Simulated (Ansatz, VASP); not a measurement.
**One calculation of MgO, two programs**

```
Mg O
1.0
     3.32110    0.00000    0.00000
    -1.66055    2.87616    0.00000
     0.00000    0.00000    5.08471
Mg O
2 2
Direct
  0.33333 0.66667 0.99049
  0.66667 0.33333 0.49049
  0.33333 0.66667 0.38451
  0.66667 0.33333 0.88451
```

Change from the starting cell: hydrostatic strain +1.0%.

Alike in both runs: task single point; functional PBE; k mesh 12 × 12 × 6; occupations fermi-dirac, width 0.02 eV; no spin polarisation.

|  | VASP | Ansatz |
| --- | --- | --- |
| version | VASP 6.6.1 | Ansatz 0.2.0 |
| potentials or method | VASP PAW PBE potentials, release 64 (Mg, O) | plane waves, PAW |
| plane-wave cutoff (eV) | 520 | 420 |
| valence electrons in the cell | 16 | 32 |

|  | VASP | Ansatz | Ansatz less VASP |
| --- | --- | --- | --- |
| gap on the k mesh at the Fermi level (eV) | 3.38 | 3.40 | +0.018 |
| pressure (GPa) | -0.2 | 0.2 | +0.40 |
| largest component of the traceless stress (GPa) | 0.47 | 0.44 | -0.031 |
| rms of the force components (eV/Å) | 0.008 | 0.008 | +0.0002 |

Atom by atom the forces differ by 0.000 eV/Å (rms over components). The two sets of potentials don't hold the same shells in valence.

A k mesh can miss the band edges.
